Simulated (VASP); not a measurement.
# CaSe (Fm-3m) in VASP: a series of runs, part 2 of 2

VASP 6.6.1. Earlier steps stand in the parts before.

### 3 Single point, r2SCAN

Contents of INCAR:

```
ADDGRID = F ; ALGO = Normal
EDIFF = 1E-4 ; ENCUT = 450
ISIF = 2 ; ISMEAR = 0
LASPH = T ; LCHARG = F
LMIXTAU = T ; LREAL = Auto
LWAVE = F ; METAGGA = R2SCAN
NBANDS = 15 ; NELM = 100
PREC = Normal ; SIGMA = 0.05
```

Contents of KPOINTS:

```
k-points
0
Gamma
  5 5 5
```

Contents of POSCAR:

```
CaSe
1.0
    0.0000000000      2.9560000000      2.9560000000
    2.9560000000      0.0000000000      2.9560000000
    2.9560000000      2.9560000000      0.0000000000
Se Ca
1 1
Direct
    0.5000000000      0.5000000000      0.5000000000
    0.0000000000      0.0000000000      0.0000000000
```

Potentials or basis: VASP PAW PBE potentials, release 64 (Se, Ca_sv).

On the command line:

```sh
$ cat potpaw_PBE.64/Se/POTCAR potpaw_PBE.64/Ca_sv/POTCAR > POTCAR
$ mpirun -np 1 vasp_std > vasp.out
```

Run time: 21 s. Hardware: 1 thread of Intel Xeon Platinum 8488C (Sapphire Rapids), shared host; peak memory 0.14 GiB.

The run converged, but some of its settings lie outside the range that counts as converged, so its numbers aren't taken as properties of the crystal.

Results:

- Free energy: -25.9730 eV
- Pressure: 0.9 GPa
- Band gap on the k mesh: 2.61 eV, indirect (least direct gap 3.51 eV)

Caveat: the PAW data sets were made with another functional, which shifts forces and pressure a little; an odd mesh through Γ misses points on the zone boundary, where band edges often lie.

### 4 Single point, r2SCAN

INCAR is that of step 3.

KPOINTS is that of step 3.

Contents of POSCAR:

```
CaSe
1.0
    0.0000000000      2.9560000000      2.9560000000
    2.9560000000      0.0000000000      2.9560000000
    2.9560000000      2.9560000000      0.0000000000
Se Ca
1 1
Direct
    0.5137070000      0.4880300000      0.5023060000
    0.0084580000     -0.0027510000     -0.0091450000
```

Potentials or basis: VASP PAW PBE potentials, release 64 (Se, Ca_sv).

On the command line:

```sh
$ cat potpaw_PBE.64/Se/POTCAR potpaw_PBE.64/Ca_sv/POTCAR > POTCAR
$ mpirun -np 1 vasp_std > vasp.out
```

OUTCAR:

```text
EDIFF = 1E-4
   ENCUT = 450
   ISIF = 2
   ISMEAR = 0
   LASPH = T
   LREAL = Auto
   METAGGA = R2SCAN
   NELM = 100
   PREC = Normal

 Found     63 irreducible k-points:

 Following reciprocal coordinates:
            Coordinates               Weight
  0.000000  0.000000  0.000000      1.000000
  0.200000  0.000000  0.000000      2.000000
  0.000000  0.200000  0.000000      2.000000
  0.000000  0.000000  0.200000      2.000000
  0.200000  0.200000  0.200000      2.000000
  0.400000  0.000000  0.000000      2.000000
   k-points           NKPTS =     63   k-points in BZ     NKDIM =     63   number of bands    NBANDS=     15
   number of dos      NEDOS =    301   number of ions     NIONS =      2
   total plane-waves  NPLWV =  13824
   dimension x,y,z NGX =    24 NGY =   24 NGZ =   24
   dimension x,y,z NGXF=    48 NGYF=   48 NGZF=   48
   ions per type =               1   1
   NGX,Y,Z   is equivalent  to a cutoff of   9.54,  9.54,  9.54 a.u.
   NGXF,Y,Z  is equivalent  to a cutoff of  19.09, 19.09, 19.09 a.u.
 SYSTEM =  unknown system
   PREC   = normal    normal or accurate (medium, high low for compatibility)
   ISTART =      0    job   : 0-new  1-cont  2-samecut
   ICHARG =      2    charge: 1-file 2-atom 10-const
   ISPIN  =      1    spin polarized calculation?
   LNONCOLLINEAR =      F non collinear calculations
   LSORBIT =      F    spin-orbit coupling
   LASPH  =      T    aspherical Exc in radial PAW
   ENCUT  =  450.0 eV  33.07 Ry    5.75 a.u.   7.23  7.23  7.23*2*pi/ulx,y,z
   NELM   =    100;   NELMIN=  2; NELMDL= -5     # of ELM steps
   EDIFF  = 0.1E-03   stopping-criterion for ELM
   LREAL  =      T    real-space projection
   EDIFFG = 0.1E-02   stopping-criterion for IOM
   NSW    =      0    number of steps for IOM
   IBRION =     -1    ionic relax: 0-MD 1-quasi-New 2-CG
   NFREE  =      0    steps in history (QN), initial steepest desc. (CG)
   ISIF   =      2    stress and relaxation
   ISYM   =      2    0-nonsym 1-usesym 2-fastsym
   POTIM  = 0.5000    time-step for ionic-motion
   TEBEG  =    0.0;   TEEND  =   0.0 temperature during run
   PSTRESS=    0.0 pullay stress
   NELECT =      16.0000    total number of electrons
   NUPDOWN=      -1.0000    fix difference up-down
   EMIN   =  10.00;   EMAX   =-10.00  energy-range for DOS
   EFERMI =   0.00;   METHOD = LEGACY
   ISMEAR =     0;   SIGMA  =   0.05  broadening in eV -4-tet -1-fermi 0-gaus
   EFERMI_NEDOS =   21; number of points for ismear=-14 and -15
   IALGO  =     38    algorithm
   IMIX   =      4    mixing-type and parameters
     AMIX     =   0.40;   BMIX     =  1.00
     AMIX_MAG =   1.60;   BMIX_MAG =  1.00
  volume/ion in A,a.u.               =      25.83       174.30
  Fermi-wavevector in a.u.,A,eV,Ry     =   1.107645  2.093145 16.692666  1.226876
  Thomas-Fermi vector in A             =   2.244161
   LORBIT       =      0    0 simple, 1 ext, 2 COOP (PROOUT), +10 PAW based schemes
   METAGGA = R2SCAN    functional components
   LHFCALC =     F    Hartree Fock is set to
   AEXX    =    0.0000 exact exchange contribution
   IVDW    =     0    specifies the selected vdW correction
   LEPSILON=     F    determine dielectric tensor
   LRPA    =     F    only Hartree local field effects (RPA)
 non-spin polarized calculation
 Gauss-broadening in eV      SIGMA  =   0.05
  energy-cutoff  :      450.00
  volume of cell :       51.66
 maximum number of plane-waves:      1139
   NGX = 15   NGY = 15   NGZ = 15

 number of electron      16.0000001 magnetization

 Free energy of the ion-electron system (eV)
  ---------------------------------------------------
  ext. energy  EPLUGINS =         0.00000000
  ---------------------------------------------------
  free energy    TOTEN  =       -25.96848128 eV

  energy without entropy =      -25.96848128  energy(sigma->0) =      -25.96848128

 E-fermi :   2.4774     XC(G=0):  -9.5872

 val. band max:        2.1935412641   @ k =   0.0000   0.0000   0.0000
 cond. band min:       4.8099197477   @ k =   0.4000   0.0000   0.4000
 fundamental gap:      2.6163784836
 Fermi energy:         2.4774378808

 k-point     1 :       0.0000    0.0000    0.0000
  band No.  band energies     occupation
      1     -39.0950      2.00000
      2     -19.2072      2.00000
      3     -19.2066      2.00000
      4     -19.2064      2.00000
      5     -10.0019      2.00000
      6       2.1917      2.00000
      7       2.1934      2.00000
      8       2.1935      2.00000
      9       6.3434      0.00000
     10       6.4224      0.00000
     11       6.4278      0.00000
     12       6.4292      0.00000
     13       7.0230      0.00000
     14       7.0330      0.00000
     15      12.6704      0.00000
[... 73 lines left out ...]
 k-point     6 :       0.4000    0.0000    0.0000
  band No.  band energies     occupation
      1     -39.0889      2.00000
      2     -19.3133      2.00000
      3     -19.2134      2.00000
      4     -19.2131      2.00000
      5      -9.3526      2.00000
      6      -0.8565      2.00000
      7       1.0913      2.00000
      8       1.0928      2.00000
      9       6.9887      0.00000
     10       8.0260      0.00000
     11       8.0265      0.00000
     12       8.7097      0.00000
     13       9.7972      0.00000
     14       9.8073      0.00000
     15      11.6480      0.00000

 [... further k-points ...]
[... 5 lines left out ...]
  --------------------------------------------------------------------------------------
  -------------------------------------------------------------------------------------
  Total        0.2608248      0.3176399      0.2585691      0.0032431      0.0032970      0.0004222
  in kB        8.0893978      9.8514998      8.0194383      0.1005848      0.1022557      0.0130932
  external PRESSURE =       8.6534453 kB  Pullay stress =       0.0000000 kB

 VOLUME and BASIS-vectors are now :
 -----------------------------------------------------------------------------
  energy-cutoff  :      450.00
  volume of cell :       51.66
      direct lattice vectors                 reciprocal lattice vectors
     0.000000000  2.956000000  2.956000000    -0.169147497  0.169147497  0.169147497
     2.956000000  0.000000000  2.956000000     0.169147497 -0.169147497  0.169147497
     2.956000000  2.956000000  0.000000000     0.169147497  0.169147497 -0.169147497

 POSITION                                       TOTAL-FORCE (eV/Angst)
 -----------------------------------------------------------------------------------
      2.92743      3.00333      2.96113        -0.023330     -0.166193      0.040162
      5.87684      2.95397      2.97287         0.023330      0.166193     -0.040162
 -----------------------------------------------------------------------------------
    total drift:                                0.001936     -0.001709     -0.004502

  FREE ENERGIE OF THE ION-ELECTRON SYSTEM (eV)
  ---------------------------------------------------
  free  energy   TOTEN  =       -25.9684812796 eV

  energy  without entropy=      -25.9684812796  energy(sigma->0) =      -25.96848128
```

It took 57 s on 1 thread of Intel Xeon Platinum 8488C (Sapphire Rapids), shared host; peak memory 0.15 GiB.

The run converged, but some of its settings lie outside the range that counts as converged, so its numbers aren't taken as properties of the crystal.

What came out:

| Property | Result |
| --- | --- |
| Free energy | -25.9685 eV |
| Pressure | 0.9 GPa |
| Largest force | 0.173 eV/Å |
| Band gap on the k mesh | 2.62 eV, indirect (least direct gap 3.51 eV) |

Caveat: the PAW data sets were made with another functional, which shifts forces and pressure a little; an odd mesh through Γ misses points on the zone boundary, where band edges often lie.

### 5 Single point, r2SCAN

Contents of INCAR:

```
ADDGRID = F ; ALGO = Normal
EDIFF = 1E-6 ; ENCUT = 250
ISIF = 2 ; ISMEAR = 0
LASPH = T ; LCHARG = F
LMIXTAU = T ; LREAL = F
LWAVE = F ; METAGGA = R2SCAN
NBANDS = 15 ; NELM = 100
PREC = Accurate ; SIGMA = 0.05
```

Contents of KPOINTS:

```
k-points
0
Gamma
  7 7 7
```

Contents of POSCAR:

```
CaSe
1.0
    0.0000000000      2.9560000000      2.9560000000
    2.9560000000      0.0000000000      2.9560000000
    2.9560000000      2.9560000000      0.0000000000
Se Ca
1 1
Direct
    0.5000000000      0.5000000000      0.5000000000
    0.0000000000      0.0000000000      0.0000000000
```

On the command line:

```sh
$ cat potpaw_PBE.64/Se/POTCAR potpaw_PBE.64/Ca_sv/POTCAR > POTCAR
$ mpirun -np 1 vasp_std > vasp.out
```

It took 38 s on 1 thread of Intel Xeon Platinum 8488C (Sapphire Rapids), shared host; peak memory 0.13 GiB.

The run converged, but a check on its numbers failed (symmetry, net force, bounds or a known fault of this set-up), so they aren't taken as properties of the crystal.

Caveat: the cutoff lies under the usual one of these potentials, so the numbers hold a large basis-set error; the PAW data sets were made with another functional, which shifts forces and pressure a little; an odd mesh through Γ misses points on the zone boundary, where band edges often lie.

### 6 The reference run

An earlier run on the cell as given: functional PBEsol; potentials or basis VASP PAW PBE potentials, release 64 (Se, Ca_sv); cutoff 520 eV; k mesh 8 × 8 × 8; occupations fermi-dirac, width 0.05 eV; no spin polarisation.

- Pressure: -0.9 GPa
- Band gap on the k mesh: 1.92 eV, indirect (least direct gap 2.87 eV)
